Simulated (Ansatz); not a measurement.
# KF (Fm-3m) at 3 levels of theory

One geometry, relaxed with PBE; plane waves with PAW potentials in Ansatz, scalar-relativistic. No spin polarisation. Gaps are the least over mesh and band path; pressure is positive in compression, and isn't given for hybrids.

Space group Fm-3m (No. 225). a = 5.420 Å, b = 5.420 Å, c = 5.420 Å, α = 90.00°, β = 90.00°, γ = 90.00°
| atom | site | symmetry | x | y | z |
| --- | --- | --- | --- | --- | --- |
| K | 4a | m-3m | 0.0000 | 0.0000 | 0.0000 |
| F | 4b | m-3m | 0.5000 | 0.0000 | 0.0000 |

```
level  cutoff (eV)  k mesh  gap (eV)  pressure (GPa)
  PBE          420   8×8×8      5.96             0.0
```

Q: What comes out on the same cell with r2SCAN, HSE06?

A:
```tsv
level	cutoff (eV)	k mesh	gap (eV)	pressure (GPa)
r2SCAN	500	8×8×8	6.61	-1.8
HSE06	420	6×6×6	7.94	-
```

It comes from a database structure that was distorted and then relaxed.
